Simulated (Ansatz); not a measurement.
# PbSe (Clausthalite) (Fm-3m) in Ansatz: further runs

The runs below take PbSe (Clausthalite) through single point, equation of state, with r2SCAN+rVV10.

All numbers are computed with Ansatz 0.2.0; they aren't measurements. Logs are shortened: lines on timing, memory, paths and dates and some standing lists are left out, and cuts for length are marked.

### 1 Starting point

Symmetry: Fm-3m, No. 225, cubic system. The conventional cell has a = 6.121 Å, b = 6.121 Å, c = 6.121 Å, α = 90.00°, β = 90.00°, γ = 90.00°. Around Pb (site symmetry m-3m) lie 6 Se at 3.06 Å. Se (site symmetry m-3m) has 6 Pb at 3.06 Å as nearest neighbours.

### 2 Single point, r2SCAN+rVV10, 26.95 Å³/atom (volume scaled by 0.94)

input.yaml

```yaml
crystal:
  lattice:
    - [0.0, 2.9981702236, 2.9981702236]
    - [2.9981702236, 0.0, 2.9981702236]
    - [2.9981702236, 2.9981702236, 0.0]
  atoms:
    - { symbol: Pb, position: [0.0, 0.0, 0.0] }
    - { symbol: Se, position: [0.5, 0.5, 0.5] }
hamiltonian:
  xc: r2scan
  pseudopotentials: { kind: paw }
  dispersion: rvv10
kpoints:
  mp_grid: { grid: [8, 8, 8] }
scf:
  occupations: { method: fermi_dirac, width: 0.05 }
output:
  forces: true
  stress: true
  eigenvalues: true
  write_density: true
  write_potential: true
  elf: true
  volumetric_format: npy
```

Potentials or basis: Ansatz PAW.

The run is started by

```console
ansatz run input.yaml --threads 2 --pin off --max-ram 5120MiB --backend cpu --events-out ev --progress --plain --runs-dir out
```

The program printed:

```text
Warning: RAYON_NUM_THREADS=2 ignored (pool sized by the plan → 2); use --threads N
Engine: ansatz 0.2.0, aarch64-unknown-linux-gnu
Pseudopotentials: kind: paw
Pseudopotential: Pb, paw, valence charge 14, recommended cutoff 500 eV (meta_gga), Pb.paw.azcp
Pseudopotential: Se, paw, valence charge 16, recommended cutoff 500 eV (meta_gga), Se.paw.azcp
Functional definition: r2SCAN+rVV10
  parameter k0 = 0.174
  parameter k1 = 0.065
  parameter a1 = 4.9479
  exchange = r2scan_x(k0 = k0, k1 = k1, a1 = a1)
  correlation = r2scan_c + rvv10(11.95, 0.0093)
Crystal: 2 atoms, lattice volume = 53.901 Å³
Basis set: ecut = 500 eV, 1363 PW (Γ), exchange–correlation on 144×144×144 points (64 copies of the dense FFT grid, shifted against one another)
Bands: 19, of which v1, the nominal top of the filled ones, is band 15 counted from 1 (14 counted from 0)
Symmetry: 48 space group operations
Space group: Fm-3m (ITA 225), of the structure as read, at distance tolerance 3.8e-5 Å
k-points: 29 of 512
Non-local potential: Pb, projectors of the file, l = 0: 2, l = 1: 2, l = 2: 2, l = 3: 2
Non-local potential: Se, projectors of the file, l = 0: 2, l = 1: 2, l = 2: 3, l = 3: 1
PAW form: soft (Blöchl's): semilocal exchange-correlation on the pseudo side does not see the compensation charge
rVV10 density: all electrons in the spheres
PAW frozen core: Pb, regenerated for the run's functional (the file was generated under x = pbe(κ = 0.804, μ = 0.2195149727645171), c = pbe(β = 0.06672455060314922))
PAW frozen core: Se, regenerated for the run's functional (the file was generated under x = pbe(κ = 0.804, μ = 0.2195149727645171), c = pbe(β = 0.06672455060314922))
PAW one-centre angular grid: Pb, 590 points (default); XC on 160 Gauss nodes
PAW one-centre angular grid: Se, 590 points (default); XC on 160 Gauss nodes
Initial density: superposition of atomic densities (neutral atoms: chi_scale 0, normalization atom), corrected by the library's trained network
Initial wavefunctions: pseudopotential atomic-orbital guess
Functional: x = r2scan, c = r2scan + rvv10(b = 11.95, C = 0.0093); τ floored in thin density (d = 2e-4 eV/Å³)
SCF iter   1: F=—  HF=-17395.690353 eV  |F-HF|=—  |Δ(HF+E_count)|=         —  Δρ=5.58e-3  dr2=1.51e-2  dr2_τ=3.31e-3  ethr=1.77e-3  ⟨swp⟩=6.1  Hψ=2705  notcnv=0
preconditioner: auto → none  [insulator: Δε(μ)=0.294 eV  Ē_g=16.318 eV  σ=0.050 eV  W_gap=0.90  n_scr=14 (ndim 8)  ℏωp=22.6 eV  f_vac=0.015  D(μ)=0.03/eV (n_scr^D=0)  ε∞_Penn≈2.9]
SCF iter   2: F=—  HF=-17395.698139 eV  |F-HF|=—  |Δ(HF+E_count)|=   7.79e-3  Δρ=1.61e-3  dr2=8.87e-4  dr2_τ=1.57e-4  ethr=5.05e-5  ⟨swp⟩=2.1  Hψ=1335  notcnv=0
SCF iter   3: F=—  HF=-17395.698492 eV  |F-HF|=—  |Δ(HF+E_count)|=   3.53e-4  Δρ=5.64e-4  dr2=1.41e-4  dr2_τ=6.36e-6  ethr=2.96e-6  ⟨swp⟩=2.3  Hψ=937  notcnv=0
SCF iter   4: F=—  HF=-17395.698555 eV  |F-HF|=—  |Δ(HF+E_count)|=   6.37e-5  Δρ=1.80e-4  dr2=1.89e-5  dr2_τ=1.38e-6  ethr=4.69e-7  ⟨swp⟩=2.0  Hψ=698  notcnv=0
SCF iter   5: F=—  HF=-17395.698556 eV  |F-HF|=—  |Δ(HF+E_count)|=   1.81e-7  Δρ=4.71e-5  dr2=7.84e-7  dr2_τ=3.49e-8  ethr=6.30e-8  ⟨swp⟩=2.7  Hψ=937  notcnv=0
SCF iter   6: F=-17395.698556 eV  HF=-17395.698556 eV  |F-HF|=2.89e-8  |Δ(HF+E_count)|=   2.35e-7  Δρ=1.54e-5  dr2=6.33e-8  dr2_τ=2.18e-9  ethr=3.33e-10  ⟨swp⟩=10.0  Hψ=4003  notcnv=0
SCF 1 converged in 6 iterations: F = -17395.698556 eV  dr2 = 6.33e-8
  Residual-converged pass: ⟨swp⟩=1.0  Hψ=667  notcnv=0  max |occ|·‖R‖ = 7.0e-9 eV (tolerance 1.0e-8 eV)  dr2=6.33e-8  dr2_τ=2.18e-9  dr2_onsite=2.31e-8  max |Δocc| = 5.2e-11
SCF converged after 6 iterations
Free energy (F): -17395.698556 eV
Harris-Foulkes:  -17395.698556 eV  (|F-HF|=2.89e-8)
Internal energy: -17395.698248 eV  (E = F + TS)
E sigma→0 (E₀):  -17395.698402 eV
Entropy (-TS):   -0.000308 eV (-0.154 meV/atom)
Fermi energy:    10.152482 eV
--- Per-component energies (eV) ---
  E_band       = -422.307259
  E_kinetic    = 407.777085
  E_local      = -3430.288156  (includes V_loc(G=0)·N_el)
  E_nonlocal   = -244.796784
  E_hartree    = 1606.919985
  E_xc         = -303.823779
  E_vxc        = -252.322789  (∫ρ·V_xc dr)
  E_paw        = -12356.218000  (= ΣΔE_a)
  E_vpaw       = -132.172219  (= ΣTr[D̂ρ^β])
  E_aug_tail   = -0.000195  (compensation charges beyond the density's cutoff)
  E_vtau       = 15.657569  (kinetic-family band-sum trace: ∫τ·v_τ [+ j·A + Jᵃ·Aᵃ] dr)
  E_ewald      = -3074.469137
  E_core_change = -0.799268  (= ΣΔE_core)
  E_smearing   = -0.000308  (= −TS)
  E_closure    = 0.000000  (closes the sum)
  Σ components = -17395.698556   (vs F -17395.698556, Δ=0.00e0)
--- Forces (eV/Å), atoms counted from 1 ---
  atom   1  Pb    -0.00000000     0.00000000     0.00000000
  atom   2  Se     0.00000000    -0.00000000    -0.00000000
  max |Σ_I F_I| component: 7.89e-31 eV/Å
--- Stress (GPa, compression-positive) ---
        4.505557       0.000000       0.000000
       -0.000000       4.505557      -0.000000
       -0.000000      -0.000000       4.505557
  P = ⅓ Tr σ = 4.5056 GPa (45.056 kbar)
--- Band table (eV; the first three rows and the last of 29) ---
  k-point 0: bands = ["-38.3913", "-38.3913", "-38.3869", "-38.3869", "-38.3869", "-7.6870", "-7.6870", "-7.6870", "-7.6837", "-7.6837", "-4.8165", "3.7043", "7.5664", "7.5664", "7.5664", "15.0857", "15.0857", "15.0857", "16.6868"]
  k-point 1: bands = ["-38.3913", "-38.3913", "-38.3869", "-38.3869", "-38.3869", "-7.6897", "-7.6897", "-7.6865", "-7.6802", "-7.6802", "-4.6795", "3.1411", "7.6157", "7.6157", "7.9950", "13.9015", "14.2885", "14.2885", "16.4922"]
  k-point 2: bands = ["-38.3913", "-38.3913", "-38.3869", "-38.3868", "-38.3868", "-7.7024", "-7.7024", "-7.6856", "-7.6655", "-7.6655", "-4.3004", "1.9978", "7.7572", "7.7572", "8.7656", "12.2980", "13.0159", "13.0159", "16.7173"]
  k-point 28: bands = ["-38.3913", "-38.3912", "-38.3868", "-38.3868", "-38.3867", "-7.8272", "-7.6876", "-7.6717", "-7.6717", "-7.6298", "-3.0152", "1.4335", "5.0012", "5.0012", "8.9165", "12.0085", "15.1993", "15.1993", "18.2368"]
```

Wall time 5.1 s (2 threads of Arm Neoverse V1, shared host); peak memory 0.56 GiB.

Results:

* Free energy: -17395.6986 eV
* Pressure: 4.5 GPa
* Band gap on the k mesh: 0.30 eV, direct

Caveat: spin-orbit coupling is left out, which as a rule narrows the gap of such compounds by several tenths of an eV; the PAW data sets come from PBE, with cores solved anew for the run's functional, which leaves a small shift of forces and pressure.

### 3 Single point, r2SCAN+rVV10, 27.52 Å³/atom (volume scaled by 0.96)

input.yaml

```yaml
crystal:
  lattice:
    - [0.0, 3.0192847941, 3.0192847941]
    - [3.0192847941, 0.0, 3.0192847941]
    - [3.0192847941, 3.0192847941, 0.0]
  atoms:
    - { symbol: Pb, position: [0.0, 0.0, 0.0] }
    - { symbol: Se, position: [0.5, 0.5, 0.5] }
hamiltonian:
  xc: r2scan
  pseudopotentials: { kind: paw }
  dispersion: rvv10
kpoints:
  mp_grid: { grid: [8, 8, 8] }
scf:
  occupations: { method: fermi_dirac, width: 0.05 }
output:
  forces: true
  stress: true
  eigenvalues: true
```

Potentials or basis: Ansatz PAW.

The run is started by

```console
ansatz run input.yaml --threads 2 --pin off --max-ram 5120MiB --backend cpu --events-out ev --progress --plain --runs-dir out
```

Wall time 4.1 s (2 threads of Arm Neoverse V1, shared host); peak memory 0.56 GiB.

It converged, with:

- Free energy: -17395.7254 eV
- Pressure: 3.0 GPa
- Band gap on the k mesh: 0.38 eV, direct

Caveat: spin-orbit coupling is left out, which as a rule narrows the gap of such compounds by several tenths of an eV; the PAW data sets come from PBE, with cores solved anew for the run's functional, which leaves a small shift of forces and pressure.

### 4 Single point, r2SCAN+rVV10, 28.10 Å³/atom (volume scaled by 0.98)

Edit input.yaml of step 3 so:

```diff
@@ -2,5 +2,5 @@
   lattice:
-    - [0.0, 3.0192847941, 3.0192847941]
-    - [3.0192847941, 0.0, 3.0192847941]
-    - [3.0192847941, 3.0192847941, 0.0]
+    - [0.0, 3.0401081059, 3.0401081059]
+    - [3.0401081059, 0.0, 3.0401081059]
+    - [3.0401081059, 3.0401081059, 0.0]
   atoms:
@@ -20 +20,5 @@
   eigenvalues: true
+  write_density: true
+  write_potential: true
+  elf: true
+  volumetric_format: npy
```

The run is started by

```console
ansatz run input.yaml --threads 2 --pin off --max-ram 5120MiB --backend cpu --events-out ev --progress --plain --runs-dir out
```

Run time: 5 s. Hardware: 2 threads of Arm Neoverse V1, shared host; peak memory 0.56 GiB.

It converged, with:

| Property | Result |
| --- | --- |
| Free energy | -17395.7423 eV |
| Pressure | 1.7 GPa |
| Band gap on the k mesh | 0.46 eV, direct |

Caveat: spin-orbit coupling is left out, which as a rule narrows the gap of such compounds by several tenths of an eV; the PAW data sets come from PBE, with cores solved anew for the run's functional, which leaves a small shift of forces and pressure.

### 5 Single point, r2SCAN+rVV10, 28.67 Å³/atom

input.yaml

```yaml
crystal:
  lattice:
    - [0.0, 3.06065, 3.06065]
    - [3.06065, 0.0, 3.06065]
    - [3.06065, 3.06065, 0.0]
  atoms:
    - { symbol: Pb, position: [0.0, 0.0, 0.0] }
    - { symbol: Se, position: [0.5, 0.5, 0.5] }
hamiltonian:
  xc: r2scan
  pseudopotentials: { kind: paw }
  dispersion: rvv10
kpoints:
  mp_grid: { grid: [8, 8, 8] }
scf:
  occupations: { method: fermi_dirac, width: 0.05 }
output:
  forces: true
  stress: true
  eigenvalues: true
```

The run is started by

```console
ansatz run input.yaml --threads 2 --pin off --max-ram 5120MiB --backend cpu --events-out ev --progress --plain --runs-dir out
```

It took 4.2 s on 2 threads of Arm Neoverse V1, shared host; peak memory 0.56 GiB.

The run converged. Its results:

| Quantity | Value |
| --- | --- |
| Free energy | -17395.7502 eV |
| Pressure | 0.5 GPa |
| Band gap on the k mesh | 0.53 eV, direct |

Caveat: spin-orbit coupling is left out, which as a rule narrows the gap of such compounds by several tenths of an eV; the PAW data sets come from PBE, with cores solved anew for the run's functional, which leaves a small shift of forces and pressure.

### 6 Single point, r2SCAN+rVV10, 29.24 Å³/atom (volume scaled by 1.02)

Edit input.yaml of step 5 so:

```diff
@@ -2,5 +2,5 @@
   lattice:
-    - [0.0, 3.06065, 3.06065]
-    - [3.06065, 0.0, 3.06065]
-    - [3.06065, 3.06065, 0.0]
+    - [0.0, 3.080919796, 3.080919796]
+    - [3.080919796, 0.0, 3.080919796]
+    - [3.080919796, 3.080919796, 0.0]
   atoms:
@@ -20 +20,5 @@
   eigenvalues: true
+  write_density: true
+  write_potential: true
+  elf: true
+  volumetric_format: npy
```

Potentials or basis: Ansatz PAW.

The run is started by

```console
ansatz run input.yaml --threads 2 --pin off --max-ram 5120MiB --backend cpu --events-out ev --progress --plain --runs-dir out
```

It took 5 s on 2 threads of Arm Neoverse V1, shared host; peak memory 0.57 GiB.

The run converged. Its results:

* Free energy: -17395.7500 eV
* Pressure: -0.6 GPa
* Band gap on the k mesh: 0.60 eV, direct

Caveat: spin-orbit coupling is left out, which as a rule narrows the gap of such compounds by several tenths of an eV; the PAW data sets come from PBE, with cores solved anew for the run's functional, which leaves a small shift of forces and pressure.

### 7 Single point, r2SCAN+rVV10, 29.82 Å³/atom (volume scaled by 1.04)

input.yaml

```yaml
crystal:
  lattice:
    - [0.0, 3.1009263293, 3.1009263293]
    - [3.1009263293, 0.0, 3.1009263293]
    - [3.1009263293, 3.1009263293, 0.0]
  atoms:
    - { symbol: Pb, position: [0.0, 0.0, 0.0] }
    - { symbol: Se, position: [0.5, 0.5, 0.5] }
hamiltonian:
  xc: r2scan
  pseudopotentials: { kind: paw }
  dispersion: rvv10
kpoints:
  mp_grid: { grid: [8, 8, 8] }
scf:
  occupations: { method: fermi_dirac, width: 0.05 }
output:
  forces: true
  stress: true
  eigenvalues: true
```

The run is started by

```console
ansatz run input.yaml --threads 2 --pin off --max-ram 5120MiB --backend cpu --events-out ev --progress --plain --runs-dir out
```

Run time: 4.2 s. Hardware: 2 threads of Arm Neoverse V1, shared host; peak memory 0.56 GiB.

Results (log left out):

```yaml
Free_energy: -17395.7425 eV
Pressure: -1.5 GPa
Band_gap_on_the_k_mesh: 0.66 eV, direct
```

Caveat: spin-orbit coupling is left out, which as a rule narrows the gap of such compounds by several tenths of an eV; the PAW data sets come from PBE, with cores solved anew for the run's functional, which leaves a small shift of forces and pressure.

### 8 Single point, r2SCAN+rVV10, 30.39 Å³/atom (volume scaled by 1.06)

Edit input.yaml of step 7 so:

```diff
@@ -2,5 +2,5 @@
   lattice:
-    - [0.0, 3.1009263293, 3.1009263293]
-    - [3.1009263293, 0.0, 3.1009263293]
-    - [3.1009263293, 3.1009263293, 0.0]
+    - [0.0, 3.1206779849, 3.1206779849]
+    - [3.1206779849, 0.0, 3.1206779849]
+    - [3.1206779849, 3.1206779849, 0.0]
   atoms:
```

The run is started by

```console
ansatz run input.yaml --threads 2 --pin off --max-ram 5120MiB --backend cpu --events-out ev --progress --plain --runs-dir out
```

It took 4.4 s on 2 threads of Arm Neoverse V1, shared host; peak memory 0.56 GiB.

The run converged. Its results:

```
Free energy            : -17395.7285 eV
Pressure               : -2.4 GPa
Band gap on the k mesh : 0.72 eV, direct
```

Caveat: spin-orbit coupling is left out, which as a rule narrows the gap of such compounds by several tenths of an eV; the PAW data sets come from PBE, with cores solved anew for the run's functional, which leaves a small shift of forces and pressure.

### 9 Equation of state, r2SCAN+rVV10

Potentials or basis: Ansatz PAW.

No new run: the results of the series are fitted here.

Results:

```
Equilibrium volume                      : 28.94 Å³/atom
Bulk modulus                            : 54 GPa
Pressure derivative of the bulk modulus : 4.3
```

Energy against volume, from the lowest point:
| volume (Å³/atom) | energy (meV/atom) |
| --- | --- |
| 26.951 | 25.83 |
| 27.524 | 12.38 |
| 28.097 | 3.94 |
| 28.671 | 0.00 |
| 29.244 | 0.11 |
| 29.818 | 3.85 |
| 30.391 | 10.87 |

Caveat: the PAW data sets were made with another functional, which shifts forces and pressure a little.

### 10 Against experiment

Step 9. The cell as given is a measured one (28.67 Å³/atom); r2SCAN+rVV10 puts the equilibrium volume +0.9 % from it, thermal expansion not counted.
